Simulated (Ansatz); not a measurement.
# Mo (database structure): how the settings move a single-point run

How sensitive is a single-point run of Mo (database structure) to its settings? A reference run comes first, then three runs with altered input.

Computed with Ansatz 0.2.0 (reference: DFT PBE, plane waves, PAW, scalar-relativistic, no spin polarisation, unless a step's input says otherwise).

1 further run of the same task is left out (it didn't finish).

### 1 Starting point

It takes space group Im-3m (No. 229, cubic). Conventional cell: a = 3.131 Å, b = 3.131 Å, c = 3.131 Å, α = 90.00°, β = 90.00°, γ = 90.00°. Around Mo (site symmetry m-3m) lie 8 Mo at 2.71 Å.

As a file:

```cif
data_structure
_symmetry_space_group_name_H-M 'Im-3m'
_symmetry_Int_Tables_number 229
_cell_length_a 3.1306
_cell_length_b 3.1306
_cell_length_c 3.1306
_cell_angle_alpha 90.000
_cell_angle_beta 90.000
_cell_angle_gamma 90.000
_cell_volume 30.68
loop_
_atom_site_label
_atom_site_type_symbol
_atom_site_symmetry_multiplicity
_atom_site_Wyckoff_symbol
_atom_site_fract_x
_atom_site_fract_y
_atom_site_fract_z
_atom_site_occupancy
Mo1 Mo 2 a 0.00000 0.00000 0.00000 1
```

### 2 Baseline

input.yaml reads:

```yaml
crystal:
  lattice:
    - [-1.565323, 1.565323, 1.565323]
    - [1.565323, -1.565323, 1.565323]
    - [1.565323, 1.565323, -1.565323]
  atoms:
    - { symbol: Mo, position: [0.0, 0.0, 0.0] }
  symmetry: { tolerance: 0.0003 }
kpoints:
  mp_grid: { grid: [8, 8, 8], shift: [0, 0, 0] }
magnetization:
  spin_polarized: false
scf:
  occupations: { method: fermi_dirac }
hamiltonian:
  pseudopotentials: { kind: paw }
  xc: pbe
basis:
  ecutwfc: 420
output:
  forces: true
  stress: true
  eigenvalues: true
```

Started as:

```
$ ansatz run input.yaml --threads 1 --pin off --max-ram 2560MiB --backend cpu --events-out ev --progress --plain --runs-dir out
```

What it wrote, shortened:

```text
Warning: RAYON_NUM_THREADS=1 ignored (pool sized by the plan → 1); use --threads N
[...]
Pseudopotentials: kind: paw
Pseudopotential: Mo, paw, valence charge 14, recommended cutoff 420 eV (normal), Mo.paw.azcp
Functional definition: PBE
[...]
Crystal: 1 atoms, lattice volume = 15.342 Å³
Basis set: ecut = 420 eV, 321 PW (Γ), exchange–correlation on 40×40×40 points (8 copies of the dense FFT grid, shifted against one another)
Bands: 11, of which v1, the nominal top of the filled ones, is band 7 counted from 1 (6 counted from 0)
Symmetry: 48 space group operations
Space group: Im-3m (ITA 229), of the structure as read, at distance tolerance 7.5e-4 Å
k-points: 29 of 512
[...]
SCF iter   1: F=—  HF=-4956.001531 eV  |F-HF|=—  |Δ(HF+E_count)|=         —  Δρ=2.57e-3  dr2=4.60e-4  ethr=1.77e-3  ⟨swp⟩=4.9  Hψ=1850  notcnv=0
[...]
SCF iter   6: F=-4956.001562 eV  HF=-4956.001562 eV  |F-HF|=1.05e-9  |Δ(HF+E_count)|=   4.88e-9  Δρ=6.49e-6  dr2=1.85e-9  ethr=1.30e-10  ⟨swp⟩=1.8  Hψ=1016  notcnv=0
[...]
SCF converged after 6 iterations
Free energy (F): -4956.001562 eV
[...]
E sigma→0 (E₀):  -4955.987959 eV
Entropy (-TS):   -0.027207 eV (-27.207 meV/atom)
Fermi energy:    21.474645 eV
[...]
--- Forces (eV/Å), atoms counted from 1 ---
  atom   1  Mo    -0.00000000     0.00000000     0.00000000
[...]
--- Stress (GPa, compression-positive) ---
        8.259273       0.000000      -0.000000
        0.000000       8.259273      -0.000000
       -0.000000      -0.000000       8.259273
  P = ⅓ Tr σ = 8.2593 GPa (82.593 kbar)
--- Band table (eV; the first three rows and the last of 29) ---
  k-point 0: bands = ["-39.7112", "-12.9269", "-12.9269", "-12.9269", "14.2812", "20.1716", "20.1716", "20.1716", "23.2646", "23.2646", "36.2860"]
[...]
```

Run time: 0.44 s. Hardware: 1 thread of an Arm CPU, shared host; peak memory 0.24 GiB.

### 3 Variant: lower_state_search light, hubbard.sites [{species: Mo, l: d, u_eff: 2.0}], hubbard.double_counting fll

input.yaml, as its differences from that of step 2:

```diff
@@ -14,2 +14,3 @@
   occupations: { method: fermi_dirac }
+  lower_state_search: light
 hamiltonian:
@@ -17,2 +18,3 @@
   xc: pbe
+  hubbard: { sites: [{ species: Mo, l: d, u_eff: 2.0 }], double_counting: fll }
 basis:
```

Started as:

```
$ ansatz run input.yaml --threads 1 --pin off --max-ram 2560MiB --backend cpu --events-out ev --progress --plain --runs-dir out
```

What it wrote, shortened:

```text
Warning: RAYON_NUM_THREADS=1 ignored (pool sized by the plan → 1); use --threads N
Mo: projections on atomic orbitals take those of the free atom [Ar 3d10] 4s2 4p6 4d5 5s1, of charge +0.00 (hamiltonian.pseudopotentials.projection_atoms); the dataset's partial waves leave at most 6.0e-6 of an orbital's norm unspanned inside its sphere
[...]
Pseudopotentials: kind: paw
Pseudopotential: Mo, paw, valence charge 14, recommended cutoff 420 eV (normal), Mo.paw.azcp
Functional definition: PBE
[...]
Crystal: 1 atoms, lattice volume = 15.342 Å³
Basis set: ecut = 420 eV, 321 PW (Γ), exchange–correlation on 40×40×40 points (8 copies of the dense FFT grid, shifted against one another)
Bands: 11, of which v1, the nominal top of the filled ones, is band 7 counted from 1 (6 counted from 0)
Symmetry: 48 space group operations
Space group: Im-3m (ITA 229), of the structure as read, at distance tolerance 7.5e-4 Å
k-points: 29 of 512
[...]
SCF iter   1: F=—  HF=-4954.104545 eV  |F-HF|=—  |Δ(HF+E_count)|=         —  Δρ=1.07e-1  dr2=1.73e0  ethr=3.10e-3  ⟨swp⟩=4.9  Hψ=1785  notcnv=0
[...]
SCF iter   6: F=-4953.556504 eV  HF=-4953.556504 eV  |F-HF|=1.50e-9  |Δ(HF+E_count)|=   4.69e-8  Δρ=4.94e-6  dr2=2.32e-9  ethr=7.14e-10  ⟨swp⟩=5.3  Hψ=1557  notcnv=0
[...]
SCF converged after 6 iterations
Free energy (F): -4953.556504 eV
[...]
E sigma→0 (E₀):  -4953.541722 eV
Entropy (-TS):   -0.029566 eV (-29.566 meV/atom)
Fermi energy:    21.455525 eV
[...]
--- Forces (eV/Å), atoms counted from 1 ---
  atom   1  Mo     0.00000000     0.00000000    -0.00000000
[...]
--- Stress (GPa, compression-positive) ---
        8.958408       0.000000       0.000000
       -0.000000       8.958408      -0.000000
        0.000000      -0.000000       8.958408
  P = ⅓ Tr σ = 8.9584 GPa (89.584 kbar)
--- Band table (eV; the first three rows and the last of 29) ---
  k-point 0: bands = ["-39.6952", "-12.9116", "-12.9116", "-12.9116", "14.2810", "20.0071", "20.0071", "20.0071", "23.4087", "23.4087", "36.2849"]
[...]
Occupation matrices written to <dir>
```

Run time: 0.8 s. Hardware: 1 thread of an Arm CPU, shared host; peak memory 0.23 GiB.

Changing the search for lower states and Hubbard U moves the energy by +2.45 eV/atom, and the pressure goes from 8.3 to 9.0 GPa. The U term adds an energy of its own, so the shift says nothing about which run is better.

### 4 Variant: dr2_threshold 1.0e-05

input.yaml, as its differences from that of step 2:

```diff
@@ -14,2 +14,3 @@
   occupations: { method: fermi_dirac }
+  convergence: { dr2_threshold: 1.0e-05 }
 hamiltonian:
```

Started as:

```
$ ansatz run input.yaml --threads 1 --pin off --max-ram 2560MiB --backend cpu --events-out ev --progress --plain --runs-dir out
```

What it wrote, shortened:

```text
Warning: scf.convergence.dr2_threshold = 1e-5 eV is looser than this run's default, which is 1e-7 eV or tighter. The error in the forces grows as the threshold's square root, so leave the key out unless less accurate forces are enough
Warning: output.stress: scf.convergence.dr2_threshold = 1e-5 eV is looser than the 1e-10 eV advised for a printed stress (1e-10 eV for each atom of the cell: 1). What an SCF threshold leaves in a stress goes as its square root, and in the free energy as the threshold itself, and one [...]
Warning: RAYON_NUM_THREADS=1 ignored (pool sized by the plan → 1); use --threads N
[...]
Pseudopotentials: kind: paw
Pseudopotential: Mo, paw, valence charge 14, recommended cutoff 420 eV (normal), Mo.paw.azcp
Functional definition: PBE
[...]
Crystal: 1 atoms, lattice volume = 15.342 Å³
Basis set: ecut = 420 eV, 321 PW (Γ), exchange–correlation on 40×40×40 points (8 copies of the dense FFT grid, shifted against one another)
Bands: 11, of which v1, the nominal top of the filled ones, is band 7 counted from 1 (6 counted from 0)
Symmetry: 48 space group operations
Space group: Im-3m (ITA 229), of the structure as read, at distance tolerance 7.5e-4 Å
k-points: 29 of 512
[...]
SCF iter   1: F=—  HF=-4956.001531 eV  |F-HF|=—  |Δ(HF+E_count)|=         —  Δρ=2.57e-3  dr2=4.60e-4  ethr=1.77e-3  ⟨swp⟩=4.9  Hψ=1850  notcnv=0
[...]
SCF iter   6: F=-4956.001562 eV  HF=-4956.001562 eV  |F-HF|=1.06e-9  |Δ(HF+E_count)|=   4.46e-9  Δρ=6.49e-6  dr2=1.85e-9  ethr=1.29e-10  ⟨swp⟩=1.1  Hψ=980  notcnv=0
[...]
SCF converged after 6 iterations
Free energy (F): -4956.001562 eV
[...]
E sigma→0 (E₀):  -4955.987959 eV
Entropy (-TS):   -0.027207 eV (-27.207 meV/atom)
Fermi energy:    21.474645 eV
[...]
--- Forces (eV/Å), atoms counted from 1 ---
  atom   1  Mo    -0.00000000     0.00000000     0.00000000
[...]
--- Stress (GPa, compression-positive) ---
        8.259272       0.000000      -0.000000
        0.000000       8.259272       0.000000
        0.000000       0.000000       8.259272
  P = ⅓ Tr σ = 8.2593 GPa (82.593 kbar)
--- Band table (eV; the first three rows and the last of 29) ---
  k-point 0: bands = ["-39.7112", "-12.9269", "-12.9269", "-12.9269", "14.2812", "20.1716", "20.1716", "20.1716", "23.2646", "23.2646", "36.2860"]
[...]
```

Run time: 0.44 s. Hardware: 1 thread of an Arm CPU, shared host; peak memory 0.24 GiB.

Energy and cycle count are those of the reference, so the change (convergence setting) left the result and the number of cycles as they were.

### 5 Variant: starting moments, spin_polarized true

input.yaml, as its differences from that of step 2:

```diff
@@ -6,3 +6,3 @@
   atoms:
-    - { symbol: Mo, position: [0.0, 0.0, 0.0] }
+    - { symbol: Mo, position: [0.0, 0.0, 0.0], spin: 2.0 }
   symmetry: { tolerance: 0.0003 }
@@ -11,3 +11,3 @@
 magnetization:
-  spin_polarized: false
+  spin_polarized: true
 scf:
@@ -23 +23,5 @@
   eigenvalues: true
+  write_density: true
+  write_potential: true
+  elf: true
+  volumetric_format: npy
```

Started as:

```
$ ansatz run input.yaml --threads 1 --pin off --max-ram 2560MiB --backend cpu --events-out ev --progress --plain --runs-dir out
```

What it wrote, shortened:

```text
Warning: RAYON_NUM_THREADS=1 ignored (pool sized by the plan → 1); use --threads N
[...]
Pseudopotentials: kind: paw
Pseudopotential: Mo, paw, valence charge 14, recommended cutoff 420 eV (normal), Mo.paw.azcp
Functional definition: PBE
[...]
Crystal: 1 atoms, lattice volume = 15.342 Å³
Basis set: ecut = 420 eV, 321 PW (Γ), exchange–correlation on 40×40×40 points (8 copies of the dense FFT grid, shifted against one another)
Bands: 12, of which v1, the nominal top of the filled ones, is band 7 counted from 1 (6 counted from 0)
Symmetry: 48 space group operations
Space group: Im-3m (ITA 229), of the structure as read, at distance tolerance 7.5e-4 Å
Magnetic group: BNS 229.140 (UNI 1642), of the structure as read, at distance tolerance 7.5e-4 Å
k-points: 29 of 512
[...]
Starting moments: Σ|m| = 2 μB on 1 of 1 site
[...]
SCF iter   1: F=—  HF=-4957.107343 eV  |F-HF|=—  |Δ(HF+E_count)|=         —  Δρ=1.17e-1 (↑1.17e-1 ↓6.14e-2)  dr2=1.58e0  dr2_m=8.50e-1  M=0.193 μB ∫|m|=0.193 μB  β_m=0.30  ethr=3.10e-3  ⟨swp⟩=5.0  Hψ=3794  notcnv=0
[...]
WARN: the starting moments were not kept: the SCF closed with an absolute magnetisation of 4.5e-8 μB, where they sum to 2 μB in size (1 site). That is at most 0.1 of that sum. Measured as dr2_m measures the in/out step, that magnetisation stands 7.4e-16 eV from none, at or under the [...]
SCF converged after 10 iterations
Magnetization: 0.0000 μB (7.0000 up, 7.0000 down)
Absolute magnetization: 0.0000 μB (∫|ρ↑−ρ↓|, with the PAW one-centre terms)
Spin contamination: 0.0000 ħ² per cell (⟨S²⟩ above its minimum at these occupations)
Per-site moments (μB) at R_I (Å): [(2.2260728050327722e-8, 1.118377823580657)]
Free energy (F): -4956.001562 eV
[...]
E sigma→0 (E₀):  -4955.987959 eV
Entropy (-TS):   -0.027207 eV (-27.207 meV/atom)
Fermi energy:    21.474656 eV
[...]
--- Forces (eV/Å), atoms counted from 1 ---
  atom   1  Mo    -0.00000000     0.00000000    -0.00000000
[...]
--- Stress (GPa, compression-positive) ---
        8.259611       0.000000      -0.000000
        0.000000       8.259611      -0.000000
        0.000000       0.000000       8.259611
  P = ⅓ Tr σ = 8.2596 GPa (82.596 kbar)
--- Band table (eV; the first three rows and the last of 58) ---
  k-point 0 ↑: bands = ["-39.7111", "-12.9269", "-12.9269", "-12.9269", "14.2812", "20.1716", "20.1716", "20.1716", "23.2646", "23.2646", "36.2859", "36.2859"]
[...]
```

Wall time 1.2 s (1 thread of an Arm CPU, shared host); peak memory 0.25 GiB.

With the changed spin polarisation the energy stays within 0.5 meV/atom: no moment survives, so both runs end on the same non-magnetic state.

### 6 Side by side

| run | ending | energy change | pressure (GPa) | gap (eV) | force (eV/Å) | cycles | time |
| --- | --- | --- | --- | --- | --- | --- | --- |
| reference | converged | 0 | 8.3 | 0.00 | 0.00 | 6 | 0.44 s |
| 1: lower_state_search light, hubbard.sites [{species: Mo, l: d, u_eff: 2.0}], hubbard.double_counting fll | converged | +2.45 eV/atom (U changed: no physical gain or loss) | 9.0 | 0.00 | 0.00 | 6 | 0.8 s |
| 2: dr2_threshold 1.0e-05 | converged | 0.0 meV/atom | 8.3 | 0.00 | 0.00 | 6 | 0.44 s |
| 3: starting moments, spin_polarized true | converged | 0.0 meV/atom | 8.3 | 0.00 | 0.00 | 10 | 1.2 s |

Times don't compare one to one where runs were asked for different outputs or read a saved state (see the inputs); cycles may leave out searches for a lower state.

Residual by cycle in the longest SCF loop of each run; runs are numbered as in the table. The quantity is the density residual dr2, in eV.

| cycle | reference | run 1 | run 2 | run 3 |
| --- | --- | --- | --- | --- |
| 1 | 4.6e-4 | 1.73 | 4.6e-4 | 1.58 |
| 2 | 9.1e-5 | 0.053 | 9.1e-5 | 0.38 |
| 3 | 8.4e-6 | 0.00969 | 8.4e-6 | 0.00601 |
| 4 | 1.7e-7 | 5.6e-5 | 1.7e-7 | 1.2e-4 |
| 5 | 1.8e-8 | 2.6e-7 | 1.8e-8 | 8.3e-6 |
| 6 | 1.9e-9 | 2.3e-9 | 1.9e-9 | 1.2e-7 |
| 7 | - | - | - | 1.4e-8 |
| 8 | - | - | - | 1.0e-9 |
| 9 | - | - | - | 8.4e-12 |
| 10 | - | - | - | 9.5e-13 |

Of the converged runs whose energies compare with the reference's, none moves it noticeably. A changed U is a change of model: its shifts are not errors of convergence.

The reference is no final answer either: its mesh is coarse for a cell with so small a gap or none.
